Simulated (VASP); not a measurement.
Runs of VASP 6.6.1 on CdS (Hawleyite). It takes space group F-43m (No. 216, cubic). The conventional cell has a = 5.833 Å, b = 5.833 Å, c = 5.833 Å, α = 90.00°, β = 90.00°, γ = 90.00°. Around Cd (site symmetry -43m) lie 4 S at 2.53 Å. S (site symmetry -43m) is surrounded by 4 Cd at 2.53 Å. 

```tsv
cell	gap on the mesh (eV)	pressure (GPa)
volume scaled by 0.94	1.28	8.0
volume scaled by 1.04	(b)	0.8
volume scaled by 0.98	(a)	4.6
as given	1.15	3.2
```

Alike in all rows: task single point; level PBE; potentials or basis VASP PAW PBE potentials, release 64 (Cd, S); no spin polarisation; k mesh 8 × 8 × 8; cutoff (eV) 520; smearing fermi-dirac 0.05 eV.

Question: Estimate the missing entries.

Answer: (a) 1.19; (b) 1.06.

A k mesh can miss the band edges, and the runs leave out spin-orbit coupling on Cd.
